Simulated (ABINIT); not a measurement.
Crystal: Os.

```xyz
1
Lattice="0.0000 1.9450 1.9450 1.9450 0.0000 1.9450 1.9450 1.9450 0.0000" Properties=species:S:1:pos:R:3 pbc="T T T"
Os    0.0000    0.0000    0.0000
```

This isn't the form of Os at room conditions, which is hcp.

```yaml
Program: ABINIT 10.8.3 (patched build)
Task: single point
Functional: PBE
Potentials_or_basis: JTH PAW PBE v2.0
Cutoff: 408 eV
k_mesh: 12 × 12 × 12
Occupations: fermi-dirac, width 0.05 eV
Spin: no spin polarisation
```

On this cell: pressure -10.1 GPa; band gap on the k mesh none (metal or under the smearing width).

The same run follows on a disturbed copy (cell strained at random at fixed volume):

```
Os
1.0
     0.03202    1.94743    1.94431
     1.93066    0.01867    1.95766
     1.95368    1.98379   -0.00434
Os
1
Direct
  0.98977 0.99974 0.99869
```

Q: What does the disturbed cell give?

A: The energy (extrapolated to zero smearing) moves by +15.3 meV/atom; pressure -9.7 GPa; band gap on the k mesh none (metal or under the smearing width).

Stress tensor (GPa, compression positive):
```
 -6.37  -9.02  -1.47
 -9.02 -11.29   2.66
 -1.47   2.66 -11.32
```
